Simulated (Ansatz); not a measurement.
# CoO: the cost of one run

Method: DFT PBE, scalar-relativistic, plane waves, PAW, in Ansatz 0.2.0.

2 further runs of the same task are left out: 2 set aside as unsound or not needed.

**1. Starting point**

Symmetry: I4/mmm, No. 139, tetragonal system. Conventional cell: a = 3.016 Å, b = 3.016 Å, c = 4.214 Å, α = 90.00°, β = 90.00°, γ = 90.00°. Co (site symmetry 4/mmm) is surrounded by 6 O at 2.11 to 2.13 Å. O (site symmetry 4/mmm) has 6 Co at 2.11 to 2.13 Å as nearest neighbours.

Structure file:

```
CELL_PARAMETERS angstrom
-1.50800 1.50800 2.10725
1.50800 -1.50800 2.10725
1.50800 1.50800 -2.10725
ATOMIC_POSITIONS crystal
Co 0.00000 0.00000 0.00000
O 0.50000 0.50000 0.00000
```

This cell was relaxed beforehand with the same method: volume 9.58 Å³/atom, gap on the mesh none (metal), site moments up to 2.5 μB.

**2. The cell scaled to 0.97 of its volume**

Contents of input.yaml:

```yaml
crystal:
  lattice:
    - [-1.4927666353, 1.4927666353, 2.0859607537]
    - [1.4927666353, -1.4927666353, 2.0859607537]
    - [1.4927666353, 1.4927666353, -2.0859607537]
  atoms:
    - { symbol: Co, position: [0.0, 0.0, 0.0], spin: 2.73 }
    - { symbol: O, position: [0.5, 0.5, 0.0], spin: 0.35 }
basis:
  ecutwfc: 420
kpoints:
  mp_grid: { grid: [20, 20, 20] }
hamiltonian:
  xc: pbe
scf:
  occupations: { method: gaussian, width: 0.1 }
output:
  forces: true
  stress: true
  eigenvalues: true
  populations: true
magnetization:
  spin_polarized: true
relax:
  adjacent_minimum: "off"
  f_tol: 0.01
  max_steps: 30
  cell: { stress_tol: 0.1, fix: [volume] }
```

Started as:

```bash
ansatz run input.yaml --threads 1 --pin off --max-ram 2560MiB --backend cpu --events-out ev --progress --plain --runs-dir out
```

**Question.** How long does this run take on 1 thread of Arm Neoverse V1, shared host, and how much memory does it need?

About 3.4 min, with a peak of 0.64 GiB.
